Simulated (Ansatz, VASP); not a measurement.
## SiO2: VASP beside Ansatz

```xyz
6
Lattice="4.2621 0.0000 0.0000 0.0000 4.2621 0.0000 0.0000 0.0000 2.7201" Properties=species:S:1:pos:R:3 pbc="T T T"
Si    0.0000    0.0000    0.0000
Si    2.1310    2.1310    1.3601
O     1.3072    1.3072    0.0000
O     0.8239    3.4382    1.3601
O     2.9549    2.9549    0.0000
O     3.4382    0.8239    1.3601
```

Change from the starting cell: volume scaled by 1.06, crystal datasets.

Alike in both runs: task electric field gradients; functional PBE; k mesh 6 × 6 × 9; occupations fermi-dirac, width 0.03 eV; no spin polarisation.

|  | VASP | Ansatz |
| --- | --- | --- |
| version | VASP 6.6.1 | Ansatz 0.2.0 |
| potentials or method | VASP PAW PBE potentials, release 64 (Si, O), cutoff 520 eV | all-electron PAW with datasets made for the crystal, scalar-relativistic |

Ansatz gave:

* gap on the k mesh at the Fermi level (eV): 4.63
* pressure (GPa): -6.9
* largest component of the traceless stress (GPa): 2.25
* rms of the force components (eV/Å): 0.079
* Vzz of the field gradient on the site that differs most (V/Å²): 19.5

Task: Which values does VASP return?

Result: gap on the k mesh at the Fermi level (eV): 4.60; pressure (GPa): -6.8; largest component of the traceless stress (GPa): 1.88; rms of the force components (eV/Å): 0.071; Vzz of the field gradient on the site that differs most (V/Å²): 22.0.

Atom by atom the forces differ by 0.008 eV/Å (rms over components). Ansatz ran all-electron here, so the differences hold the error of VASP's frozen core and of both bases.

Caveats: an odd mesh through Γ misses points on the zone boundary, where band edges often lie.
